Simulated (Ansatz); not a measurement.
# CsI: the cell at several levels of theory

The task here is to estimate one member of a computed series from the others.

Code: Ansatz 0.2.0. PAW datasets, plane waves, zero pressure. No spin polarisation and no zero-point or thermal motion.

**Starting point**

The symmetry is Pm-3m (No. 221, cubic); a = 4.567 Å in the conventional setting, 47.62 Å³ an atom. Cs has 8 I at 3.95 Å; I has 8 Cs at 3.95 Å.

Structure file:

Space group Pm-3m (No. 221). a = 4.567 Å, b = 4.567 Å, c = 4.567 Å, α = 90.00°, β = 90.00°, γ = 90.00°
| atom | site | symmetry | x | y | z |
| --- | --- | --- | --- | --- | --- |
| Cs | 1a | m-3m | 0.0000 | 0.0000 | 0.0000 |
| I | 1b | m-3m | 0.5000 | 0.5000 | 0.5000 |

The first run:

input.yaml

```yaml
crystal:
  lattice:
    - [4.5667, 0.0, 0.0]
    - [0.0, 4.5667, 0.0]
    - [0.0, 0.0, 4.5667]
  atoms:
    - { symbol: Cs, position: [0.0, 0.0, 0.0] }
    - { symbol: I, position: [0.5, 0.5, 0.5] }
kpoints:
  mp_grid: { grid: [6, 6, 6] }
hamiltonian:
  xc: pbe
scf:
  occupations: { method: fermi_dirac, width: 0.02 }
relax:
  f_tol: 0.005
  cell: {}
```

On the command line:

```
ansatz run input.yaml --threads 2 --pin off --max-ram 2211MiB --backend cpu --events-out ev --progress --plain --runs-dir out
```

Among the steps run: Relaxing with PBE; Relaxing with r2SCAN; Relaxing with PBEsol; LDA: cell and atoms; Relaxing with HSE06.

One table of the session follows, with a row left open; its other results are not shown here.

It belongs to the step «The cells side by side». 

| level | a (Å) | volume (Å³/atom) |
| --- | --- | --- |
| PBE | 4.666 | 50.793 |
| r2SCAN | ? | ? |
| PBEsol | 4.507 | 45.770 |
| LDA | 4.402 | 42.656 |
| HSE06 | 4.637 | 49.848 |

Estimate the missing values for r2SCAN.

**Answer.** a (Å): 4.608; volume (Å³/atom): 48.925. In the column «a (Å)» it lies between PBEsol (4.507) and HSE06 (4.637).

What this shows: The first relaxation changed the volume by +6.7 % from the start. LDA gives the smallest cell and PBE the largest; they differ by 19.1 % in volume, a mean of 6.0 % in length. The meshes differ: PBE 6×6×6, r2SCAN 6×6×6, PBEsol 6×6×6, LDA 6×6×6, HSE06 4×4×4.
